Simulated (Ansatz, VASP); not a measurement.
HfN: VASP beside Ansatz

Contents of INCAR:

```
ALGO = Normal
EDIFF = 1E-7
ENCUT = 520
GGA = PS
ISIF = 2
ISMEAR = -1
LASPH = T
LCHARG = F
LREAL = F
LWAVE = F
NBANDS = 14
NELM = 80
PREC = Accurate
SIGMA = 0.05
```

File KPOINTS:

```
k-points
0
Gamma
  10 10 10
```

File POSCAR:

```
HfN
1.0
    0.0000000000      2.2709408328      2.2709408328
    2.2709408328      0.0000000000      2.2709408328
    2.2709408328      2.2709408328      0.0000000000
Hf N
1 1
Direct
    0.0000000000      0.0000000000      0.0000000000
    0.5000000000      0.5000000000      0.5000000000
```

File input.yaml:

```yaml
crystal:
  lattice:
    - [0.0, 2.2709408328, 2.2709408328]
    - [2.2709408328, 0.0, 2.2709408328]
    - [2.2709408328, 2.2709408328, 0.0]
  atoms:
    - { symbol: Hf, position: [0.0, 0.0, 0.0] }
    - { symbol: "N", position: [0.5, 0.5, 0.5] }
hamiltonian:
  xc: pbesol
  pseudopotentials: { kind: paw }
kpoints:
  mp_grid: { grid: [10, 10, 10] }
scf:
  occupations: { method: fermi_dirac, width: 0.05 }
output:
  forces: true
  stress: true
  eigenvalues: true
  write_density: true
  write_potential: true
  elf: true
  volumetric_format: npy
```

Change from the starting cell: volume scaled by 1.02.

Alike in both runs: task single point; functional PBEsol; k mesh 10 × 10 × 10; occupations fermi-dirac, width 0.05 eV; no spin polarisation.

|  | VASP | Ansatz |
| --- | --- | --- |
| version | VASP 6.6.1 | Ansatz 0.2.0 |
| potentials or method | VASP PAW PBE potentials, release 64 (Hf_pv, N) | Ansatz PAW |
| plane-wave cutoff (eV) | 520 | 420 |
| valence electrons in the cell | 15 | 31 |

|  | VASP | Ansatz | Ansatz less VASP |
| --- | --- | --- | --- |
| gap on the k mesh at the Fermi level (eV) | none | none | - |
| pressure (GPa) | -9.3 | -7.2 | +2.11 |

A gap of «none» marks a metal or a gap that the smearing closes. The two sets of potentials don't hold the same shells in valence.

Caveats: the PAW data sets were made with another functional, which shifts forces and pressure a little (VASP); the pressure holds a Pulay correction of +0.5 GPa for the finite cutoff (Ansatz); the PAW data sets come from PBE, with cores solved anew for the run's functional, which leaves a small shift of forces and pressure (Ansatz). The runs have no spin-orbit coupling, so splittings on Hf are missing.
